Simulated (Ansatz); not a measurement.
# Al (Im-3m) in Ansatz: further runs

One crystal, Al, is run at these levels: HSE06; tasks: single point, equation of state.

All numbers are computed with Ansatz 0.2.0; they aren't measurements. Logs are shortened: lines on timing, memory, paths and dates and some standing lists are left out, and cuts for length are marked.

### 1 Starting point

The structure is cubic, space group Im-3m (No. 229). Conventional cell: a = 3.182 Å, b = 3.182 Å, c = 3.182 Å, α = 90.00°, β = 90.00°, γ = 90.00°. Around Al (site symmetry m-3m) lie 8 Al at 2.76 Å.

This isn't the form of Al at room conditions, which is fcc.

### 2 Single point, HSE06, 15.15 Å³/atom (volume scaled by 0.94)

File input:

```
crystal:
  lattice:
    - [-1.5587357247, 1.5587357247, 1.5587357247]
    - [1.5587357247, -1.5587357247, 1.5587357247]
    - [1.5587357247, 1.5587357247, -1.5587357247]
  atoms:
    - { symbol: Al, position: [0.0, 0.0, 0.0] }
hamiltonian:
  xc: hse06
  pseudopotentials: { kind: paw }
kpoints:
  mp_grid: { grid: [8, 8, 8] }
scf:
  occupations: { method: fermi_dirac, width: 0.05 }
output:
  forces: true
  stress: true
  eigenvalues: true
```

Potentials or basis: Ansatz PAW.

Standard output:

```text
Warning: output.stress: scf.convergence.dr2_threshold = 1e-7 eV (the SCF's general default) is looser than the 1e-10 eV advised for a printed stress (1e-10 eV for each atom of the cell: 1). What an SCF threshold leaves in a stress goes as its square root, and in the free energy as the threshold itself, and one threshold admits the most on a small cell: of the crystals measured, under no hybrid functional and no lock of the moments, on runs that ended without the residual-converged pass, on stresses that held no estimate of that error, the worst erred by over 100 MPa in a component at 1e-7 eV an atom and by under 5 at 1e-10. Set scf.convergence.dr2_threshold to 1e-10 eV or tighter. The threshold is an SCF's pass mark: one that does not reach it within its budget of iterations ends unconverged, or closes short of it on a stop that the run arms, and scf.convergence.dr2_threshold's page says what that costs each kind of run
Warning: output.stress: scf.exx.energy_threshold = 1e-6 eV is looser than the 1e-8 eV advised for a stress under a hybrid functional (1e-8 eV for each atom of the cell: 1). Every SCF of the exchange loop can meet its threshold on dr2 while the loop round them stops early: no threshold on dr2 bounds what that leaves in the stress. Set scf.exx.energy_threshold to 1e-8 eV or tighter. The threshold is the loop's pass mark: a loop that does not reach it within its budget of cycles ends unconverged, and scf.exx.energy_threshold's page has the law
GPUs: using 1 of 1 available (devices: 1).
Engine: ansatz 0.2.0, x86_64-unknown-linux-gnu
Pseudopotentials: kind: paw
Pseudopotential: Al, paw, valence charge 3, recommended cutoff 420 eV (normal), Al.paw.azcp
Functional definition: HSE06
  parameter a = 0.25
  parameter omega = 0.11/bohr
  exchange = pbe_x - a*pbe_x_sr(omega) + a*exact_x_sr(omega)
  correlation = pbe_c
device memory: the entry about to start is reckoned to put 0.3 GiB on a device that reports 49.8 GiB free (of which the cap on the GPU budget leaves the run 18.0 GiB)
GPU FFT provider: cuFFT
GPU libraries: cuBLAS 13.8.2, cuFFT 12.4.0, cuSOLVER 12.3.4
Crystal: 1 atoms, lattice volume = 15.149 Å³
Basis set: ecut = 420 eV, 321 PW (Γ), exchange–correlation on 40×40×40 points (8 copies of the dense FFT grid, shifted against one another)
Bands: 6, of which v1, the nominal top of the filled ones, is band 2 counted from 1 (1 counted from 0)
Symmetry: 48 space group operations
Space group: Im-3m (ITA 229), of the structure as read, at distance tolerance 2.5e-5 Å
k-points: 29 of 512
Non-local potential: Al, projectors of the file, l = 0: 2, l = 1: 2, l = 2: 1
PAW form: soft (Blöchl's): semilocal exchange-correlation on the pseudo side does not see the compensation charge
PAW frozen core: Al, regenerated for the run's functional, and the local potential with it (the file was generated under x = pbe(κ = 0.804, μ = 0.2195149727645171), c = pbe(β = 0.06672455060314922))
PAW one-centre angular grid: Al, 110 points (default); XC on 64 Gauss nodes
Initial density: superposition of atomic densities (neutral atoms: chi_scale 0, normalization atom), corrected by the library's trained network
Initial wavefunctions: pseudopotential atomic-orbital guess
GPU buffer pool allocated for 8000 grid points (all kernels)
GPU transforms: local potential and band sums: pruned to the plane-wave sphere, on 20×20×20
Functional: x = pbe(κ = 0.804, μ = 0.2195149727645171), c = pbe(β = 0.06672455060314922), warm-up for x = pbe(κ = 0.804, μ = 0.2195149727645171) + 0.25 (exact − pbe) at short range (hse, ω = 0.20786987370883472 Å⁻¹), c = pbe(β = 0.06672455060314922); HSE06 as pw.x's `hse` composes it (authors' and Libxc's form: `xc: wpbeh`)
SCF iter   1: F=—  HF=-537.315759 eV  |F-HF|=—  |Δ(HF+E_count)|=         —  Δρ=8.58e-4  dr2=8.77e-5  ethr=1.77e-3  ⟨swp⟩=6.3  Hψ=866  notcnv=0
preconditioner: auto → none  [insulator: Δε(μ)=0.219 eV  Ē_g=14.047 eV  σ=0.050 eV  W_gap=0.54  n_scr=0 (ndim 8)  ℏωp=16.5 eV  f_vac=0.000  D(μ)=1.30/eV (n_scr^D=12)]
SCF iter   2: F=—  HF=-537.315759 eV  |F-HF|=—  |Δ(HF+E_count)|=   4.48e-7  Δρ=4.07e-4  dr2=1.88e-5  ethr=2.92e-6  ⟨swp⟩=3.3  Hψ=317  notcnv=0  defer=9
iter 3 solved again at ethr=2.10e-10 eV; its pass at ethr=6.26e-7 eV (dr2=6.31e-9 eV) is discarded
SCF iter   3: F=—  HF=-537.315762 eV  |F-HF|=—  |Δ(HF+E_count)|=   2.44e-6  Δρ=1.53e-5  dr2=1.33e-8  ethr=2.10e-10  ⟨swp⟩=5.0  Hψ=592  notcnv=0  defer=1
eigensolver tolerance schedule calibrated: the retry pair's looser diagonalisation under-reported the residual by θ = 0.53 (0.15/decade); ethr = c·dr2/N_el runs at the constant in force after the calibration composes with the one it found (an armed cap, an earlier calibration), c = 4.3e-2
SCF iter   4: F=-537.315762 eV  HF=-537.315762 eV  |F-HF|=1.21e-10  |Δ(HF+E_count)|=   2.15e-8  Δρ=1.25e-6  dr2=9.45e-11  ethr=1.93e-10  ⟨swp⟩=2.0  Hψ=221  notcnv=0
SCF 1 converged in 4 iterations: F = -537.315762 eV  dr2 = 9.45e-11
device memory: the entry about to start is reckoned to put 1.0 GiB on a device that reports 49.8 GiB free (of which the cap on the GPU budget leaves the run 18.0 GiB)
GPU FFT provider: cuFFT
GPU libraries: cuBLAS 13.8.2, cuFFT 12.4.0, cuSOLVER 12.3.4
Initial density: handed on by an earlier stage of this run
Initial wavefunctions: those handed on with the density
GPU buffer pool allocated for 8000 grid points (all kernels)
GPU transforms: local potential and band sums: pruned to the plane-wave sphere, on 20×20×20
Functional: x = pbe(κ = 0.804, μ = 0.2195149727645171) + 0.25 (exact − pbe) at short range (hse, ω = 0.20786987370883472 Å⁻¹), c = pbe(β = 0.06672455060314922); HSE06 as pw.x's `hse` composes it (authors' and Libxc's form: `xc: wpbeh`)
Exchange kernel: α = 0.2500, screened, ω = 0.2079 Å⁻¹, Wigner–Seitz truncation, v(0) = 1046.0236 eV·Å³, q-mesh 8×8×8, nearest image of the exchange supercell L = 21.60 Å, pair-density grid 12×12×12, without the augmentation charges, whose exchange is taken in its separable form by FFT convolution over the k-point mesh (sized by the pseudopotential files, 15×15×15 at the most), smooth part of the exact exchange by density-matrix convolution in up to 1.15 GiB of GPU memory as planned if the GPU has room (build and FFT work areas not counted)
Frozen-core exchange: fock
iter 1 solved again at ethr=7.82e-6 eV; its pass at ethr=1.00e-1 eV (dr2=5.40e-4 eV) is discarded
SCF iter   1: F=—  HF=-537.656646 eV  |F-HF|=—  |Δ(HF+E_count)|=         —  Δρ=1.85e-3  dr2=6.19e-4  ethr=7.82e-6  ⟨swp⟩=4.6  Hψ=951  notcnv=0
preconditioner: auto → none  [metal: Δε(μ)=0.024 eV  Ē_g=15.409 eV  σ=0.050 eV  W_gap=0.12  n_scr=0 (ndim 8)  ℏωp=16.5 eV  f_vac=0.000  D(μ)=1.14/eV (n_scr^D=12)]
SCF iter   2: F=—  HF=-537.656214 eV  |F-HF|=—  |Δ(HF+E_count)|=   4.32e-4  Δρ=8.08e-4  dr2=1.64e-4  ethr=7.82e-6  ⟨swp⟩=2.0  Hψ=220  notcnv=0
SCF iter   3: F=—  HF=-537.656120 eV  |F-HF|=—  |Δ(HF+E_count)|=   9.46e-5  Δρ=8.04e-5  dr2=7.68e-5  ethr=1.57e-6  ⟨swp⟩=3.8  Hψ=297  notcnv=0
SCF iter   4: F=-537.656569 eV  HF=-537.656573 eV  |F-HF|=4.67e-6  |Δ(HF+E_count)|=   4.54e-4  Δρ=2.16e-4  dr2=1.03e-5  ethr=1.03e-8  ⟨swp⟩=4.3  Hψ=621  notcnv=0  defer=2
SCF iter   5: F=—  HF=-537.656569 eV  |F-HF|=—  |Δ(HF+E_count)|=   4.11e-6  Δρ=1.82e-5  dr2=3.25e-6  ethr=1.03e-8  ⟨swp⟩=3.9  Hψ=304  notcnv=0  defer=1
SCF iter   6: F=-537.656585 eV  HF=-537.656585 eV  |F-HF|=1.30e-7  |Δ(HF+E_count)|=   1.61e-5  Δρ=3.97e-5  dr2=4.31e-7  ethr=6.07e-10  ⟨swp⟩=4.3  Hψ=458  notcnv=0
SCF 2 stopped early in 6 iterations: F = -537.656585 eV  dr2 = 4.31e-7
hybrid outer 1: dexx = +5.918e-4 eV, tail = 1.03e-6 eV
GPU FFT provider: cuFFT
GPU libraries: cuBLAS 13.8.2, cuFFT 12.4.0, cuSOLVER 12.3.4
GPU buffer pool allocated for 8000 grid points (all kernels)
GPU transforms: local potential and band sums: pruned to the plane-wave sphere, on 20×20×20
Exchange kernel: α = 0.2500, screened, ω = 0.2079 Å⁻¹, Wigner–Seitz truncation, v(0) = 1046.0236 eV·Å³, q-mesh 8×8×8, nearest image of the exchange supercell L = 21.60 Å, pair-density grid 12×12×12, without the augmentation charges, whose exchange is taken in its separable form by FFT convolution over the k-point mesh (sized by the pseudopotential files, 15×15×15 at the most), smooth part of the exact exchange by density-matrix convolution in up to 1.15 GiB of GPU memory as planned if the GPU has room (build and FFT work areas not counted)
Frozen-core exchange: fock
SCF iter   1: F=—  HF=-537.656587 eV  |F-HF|=—  |Δ(HF+E_count)|=         —  Δρ=7.21e-6  dr2=1.15e-8  ethr=1.72e-7  ⟨swp⟩=2.3  Hψ=359  notcnv=0
preconditioner: auto → none  [metal: Δε(μ)=0.034 eV  Ē_g=15.401 eV  σ=0.050 eV  W_gap=0.17  n_scr=0 (ndim 8)  ℏωp=16.5 eV  f_vac=0.000  D(μ)=1.08/eV (n_scr^D=12)]
SCF iter   2: F=-537.656587 eV  HF=-537.656587 eV  |F-HF|=4.43e-10  |Δ(HF+E_count)|=   2.89e-9  Δρ=2.95e-6  dr2=5.17e-9  ethr=1.04e-10  ⟨swp⟩=3.7  Hψ=337  notcnv=0
SCF 3 converged in 2 iterations: F = -537.656587 eV  dr2 = 5.17e-9
  Residual-converged pass: ⟨swp⟩=2.3  Hψ=231  notcnv=0  max |occ|·‖R‖ = 2.3e-6 eV (tolerance 2.4e-6 eV)  dr2=5.17e-9  dr2_onsite=2.60e-10  max |Δocc| = 1.5e-11
hybrid outer 2: dexx = +1.828e-8 eV, tail = 1.09e-8 eV, Δε = 7.09e-4 eV (about 1.31e-4 eV left of the loop's levels)
at 1 of the mixer's solves, all of them in the SCFs whose states led to this one, it left a direction of its history that read negative out of its fit and stepped the other way along it
hybrid SCF converged: 2 outer / 8 inner (+4 warm-up), last move |dexx| = 1.83e-8 eV, tail = 1.09e-8 eV
Stability not checked: this state was not tested for a lower state beside it, because the functional holds exact exchange (a hybrid, or Hartree-Fock), whose exchange loop this test does not read (fock_operator; see scf.lower_state_search)
Free energy (F): -537.656587 eV
Frozen-core exchange: fock
Harris-Foulkes:  -537.656587 eV  (|F-HF|=4.43e-10)
Internal energy: -537.648615 eV  (E = F + TS)
E sigma→0 (E₀):  -537.652601 eV
Entropy (-TS):   -0.007971 eV (-7.971 meV/atom)
Fermi energy:    9.075482 eV
--- Per-component energies (eV) ---
  E_band       = 10.796427
  E_kinetic    = 24.216854
  E_local      = 11.450663  (includes V_loc(G=0)·N_el)
  E_nonlocal   = 10.273776
  E_hartree    = 0.097655
  E_xc         = -33.153493
  E_vxc        = -24.574220  (∫ρ·V_xc dr)
  E_exx        = -3.492397  (= α·E_x^exact, valence–valence)
  E_paw        = -471.353301  (= ΣΔE_a)
  E_vpaw       = -3.781183  (= ΣTr[D̂ρ^β])
  E_aug_tail   = -0.000002  (compensation charges beyond the density's cutoff)
  E_ewald      = -75.643522
  E_core_change = -0.044848  (= ΣΔE_core)
  E_smearing   = -0.007971  (= −TS)
  E_closure    = 0.000000  (closes the sum)
  Σ components = -537.656587   (vs F -537.656587, Δ=0.00e0)
--- Forces (eV/Å), atoms counted from 1 ---
  atom   1  Al    -0.00000000    -0.00000000    -0.00000000
  max |Σ_I F_I| component: 1.03e-31 eV/Å
--- Stress (GPa, compression-positive) ---
        8.307698      -0.000000      -0.000000
        0.000000       8.307698      -0.000000
        0.000000      -0.000000       8.307698
  P = ⅓ Tr σ = 8.3077 GPa (83.077 kbar)
--- Band table (eV; the first three rows and the last of 29) ---
  k-point 0: bands = ["-4.4534", "23.5868", "23.5868", "23.5868", "26.1319", "26.1319"]
  k-point 1: bands = ["-3.9241", "19.6135", "21.9163", "22.0263", "24.0852", "25.0122"]
  k-point 2: bands = ["-2.3413", "13.9136", "19.9288", "20.1196", "22.0469", "23.4961"]
  k-point 28: bands = ["11.1634", "11.1634", "11.1634", "11.9376", "11.9376", "16.2763"]
```

Wall time 9.5 s (1 × NVIDIA H100 80GB HBM3 with 2 threads of AMD EPYC 7R13 (Zen 3), shared host); peak memory 1.3 GiB.

What came out:

```
Free energy            : -537.6566 eV
Pressure               : 8.3 GPa
Band gap on the k mesh : none (metal or under the smearing width)
```

Caveat: the PAW data sets come from PBE, with cores solved anew for the run's functional, which leaves a small shift of forces and pressure; the thresholds are loose for stress.

### 3 Single point, HSE06, 15.47 Å³/atom (volume scaled by 0.96)

File input:

```
crystal:
  lattice:
    - [-1.5697130985, 1.5697130985, 1.5697130985]
    - [1.5697130985, -1.5697130985, 1.5697130985]
    - [1.5697130985, 1.5697130985, -1.5697130985]
  atoms:
    - { symbol: Al, position: [0.0, 0.0, 0.0] }
hamiltonian:
  xc: hse06
  pseudopotentials: { kind: paw }
kpoints:
  mp_grid: { grid: [8, 8, 8] }
scf:
  occupations: { method: fermi_dirac, width: 0.05 }
output:
  forces: true
  stress: true
  eigenvalues: true
  write_density: true
  write_potential: true
  elf: true
  volumetric_format: npy
```

Potentials or basis: Ansatz PAW.

Wall time 14 s (1 × NVIDIA H100 80GB HBM3 with 2 threads of AMD EPYC 7R13 (Zen 3), shared host); peak memory 1.3 GiB.

The run converged. Its results:

| Item | Value |
| --- | --- |
| Free energy | -537.6712 eV |
| Pressure | 6.3 GPa |
| Band gap on the k mesh | none (metal or under the smearing width) |

Caveat: the PAW data sets come from PBE, with cores solved anew for the run's functional, which leaves a small shift of forces and pressure; the thresholds are loose for stress.

### 4 Single point, HSE06, 15.79 Å³/atom (volume scaled by 0.98)

input, as its differences from that of step 3:

```diff
@@ -2,5 +2,5 @@
   lattice:
-    - [-1.5697130985, 1.5697130985, 1.5697130985]
-    - [1.5697130985, -1.5697130985, 1.5697130985]
-    - [1.5697130985, 1.5697130985, -1.5697130985]
+    - [-1.5805390481, 1.5805390481, 1.5805390481]
+    - [1.5805390481, -1.5805390481, 1.5805390481]
+    - [1.5805390481, 1.5805390481, -1.5805390481]
   atoms:
```

Run time: 11 s. Hardware: 1 × NVIDIA H100 80GB HBM3 with 2 threads of AMD EPYC 7R13 (Zen 3), shared host; peak memory 1.3 GiB.

The run converged. Its results:

```yaml
Free_energy: -537.6822 eV
Pressure: 4.6 GPa
Band_gap_on_the_k_mesh: none (metal or under the smearing width)
```

Caveat: the PAW data sets come from PBE, with cores solved anew for the run's functional, which leaves a small shift of forces and pressure; the thresholds are loose for stress.

### 5 Single point, HSE06, 16.12 Å³/atom

File input:

```
crystal:
  lattice:
    - [-1.59121869, 1.59121869, 1.59121869]
    - [1.59121869, -1.59121869, 1.59121869]
    - [1.59121869, 1.59121869, -1.59121869]
  atoms:
    - { symbol: Al, position: [0.0, 0.0, 0.0] }
hamiltonian:
  xc: hse06
  pseudopotentials: { kind: paw }
kpoints:
  mp_grid: { grid: [8, 8, 8] }
scf:
  occupations: { method: fermi_dirac, width: 0.05 }
output:
  forces: true
  stress: true
  eigenvalues: true
```

Wall time 14 s (1 × NVIDIA H100 80GB HBM3 with 2 threads of AMD EPYC 7R13 (Zen 3), shared host); peak memory 1.3 GiB.

It converged, with:

```yaml
Free_energy: -537.6900 eV
Pressure: 3.1 GPa
Band_gap_on_the_k_mesh: none (metal or under the smearing width)
```

Caveat: the PAW data sets come from PBE, with cores solved anew for the run's functional, which leaves a small shift of forces and pressure; the thresholds are loose for stress.

### 6 Single point, HSE06, 16.44 Å³/atom (volume scaled by 1.02)

File input:

```
crystal:
  lattice:
    - [-1.6017568692, 1.6017568692, 1.6017568692]
    - [1.6017568692, -1.6017568692, 1.6017568692]
    - [1.6017568692, 1.6017568692, -1.6017568692]
  atoms:
    - { symbol: Al, position: [0.0, 0.0, 0.0] }
hamiltonian:
  xc: hse06
  pseudopotentials: { kind: paw }
kpoints:
  mp_grid: { grid: [8, 8, 8] }
scf:
  occupations: { method: fermi_dirac, width: 0.05 }
output:
  forces: true
  stress: true
  eigenvalues: true
  write_density: true
  write_potential: true
  elf: true
  volumetric_format: npy
```

Potentials or basis: Ansatz PAW.

Wall time 11 s (1 × NVIDIA H100 80GB HBM3 with 2 threads of AMD EPYC 7R13 (Zen 3), shared host); peak memory 1.3 GiB.

The run converged. Its results:

```yaml
Free_energy: -537.6948 eV
Pressure: 1.7 GPa
Band_gap_on_the_k_mesh: none (metal or under the smearing width)
```

Caveat: the PAW data sets come from PBE, with cores solved anew for the run's functional, which leaves a small shift of forces and pressure; the thresholds are loose for stress.

### 7 Single point, HSE06, 16.76 Å³/atom (volume scaled by 1.04)

input, as its differences from that of step 6:

```diff
@@ -2,5 +2,5 @@
   lattice:
-    - [-1.6017568692, 1.6017568692, 1.6017568692]
-    - [1.6017568692, -1.6017568692, 1.6017568692]
-    - [1.6017568692, 1.6017568692, -1.6017568692]
+    - [-1.6121581793, 1.6121581793, 1.6121581793]
+    - [1.6121581793, -1.6121581793, 1.6121581793]
+    - [1.6121581793, 1.6121581793, -1.6121581793]
   atoms:
```

Wall time 8.3 s (1 × NVIDIA H100 80GB HBM3 with 2 threads of AMD EPYC 7R13 (Zen 3), shared host); peak memory 1.3 GiB.

It converged, with:

| Quantity | Value |
| --- | --- |
| Free energy | -537.6969 eV |
| Pressure | 0.3 GPa |
| Band gap on the k mesh | none (metal or under the smearing width) |

Caveat: the PAW data sets come from PBE, with cores solved anew for the run's functional, which leaves a small shift of forces and pressure; the thresholds are loose for stress.

### 8 Single point, HSE06, 17.08 Å³/atom (volume scaled by 1.06)

input, as its differences from that of step 7:

```diff
@@ -2,5 +2,5 @@
   lattice:
-    - [-1.6121581793, 1.6121581793, 1.6121581793]
-    - [1.6121581793, -1.6121581793, 1.6121581793]
-    - [1.6121581793, 1.6121581793, -1.6121581793]
+    - [-1.6224269796, 1.6224269796, 1.6224269796]
+    - [1.6224269796, -1.6224269796, 1.6224269796]
+    - [1.6224269796, 1.6224269796, -1.6224269796]
   atoms:
```

Wall time 19 s (1 × NVIDIA H100 80GB HBM3 with 2 threads of AMD EPYC 7R13 (Zen 3), shared host); peak memory 1.3 GiB.

Results (log left out):

- Free energy: -537.6963 eV
- Pressure: -0.9 GPa
- Band gap on the k mesh: none (metal or under the smearing width)

Caveat: the PAW data sets come from PBE, with cores solved anew for the run's functional, which leaves a small shift of forces and pressure; the thresholds are loose for stress.

### 9 Equation of state, HSE06

Potentials or basis: Ansatz PAW.

No new run: the results of the series are fitted here.

What came out:

| Quantity | Value |
| --- | --- |
| Equilibrium volume | 16.85 Å³/atom |
| Bulk modulus | 65 GPa |
| Pressure derivative of the bulk modulus | 3.1 (rough: it moves with the points fitted) |

Energy against volume, from the lowest point:
```csv
volume (Å³/atom),energy (meV/atom)
15.149,40.28
15.471,25.63
15.793,14.65
16.116,6.87
16.438,2.03
16.760,0.00
17.083,0.61
```

Caveat: the PAW data sets were made with another functional, which shifts forces and pressure a little.
